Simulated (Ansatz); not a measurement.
Runs of Ansatz 0.2.0 on Sr. The structure is cubic, space group Fm-3m (No. 225). The conventional cell has a = 6.085 Å, b = 6.085 Å, c = 6.085 Å, α = 90.00°, β = 90.00°, γ = 90.00°. Sr (site symmetry m-3m) has 12 Sr at 4.30 Å as nearest neighbours. 

| potentials or basis | cutoff (eV) | V0 of scaled cells (Å³/atom) | B0 (GPa) |
| --- | --- | --- | --- |
| PseudoDojo stringent | 871 | 54.70 | 12 |
| Ansatz PAW earlier set | 350 | 54.69 | 12 |
| SPMS NC | 354 | (a) | 12 |
| JTH PAW | 690 | 54.68 | 12 |
| Ansatz PAW earlier set | 400 | 54.69 | 12 |
| Ansatz PAW | 420 | 54.69 | 12 |
| PseudoDojo standard | 925 | 54.69 | 12 |

Alike in all rows: task equation of state; level PBE; no spin polarisation; cell as given; k mesh 8 × 8 × 8; smearing fermi-dirac 0.05 eV.

Q: Estimate the missing entries.

A: (a) 54.57.
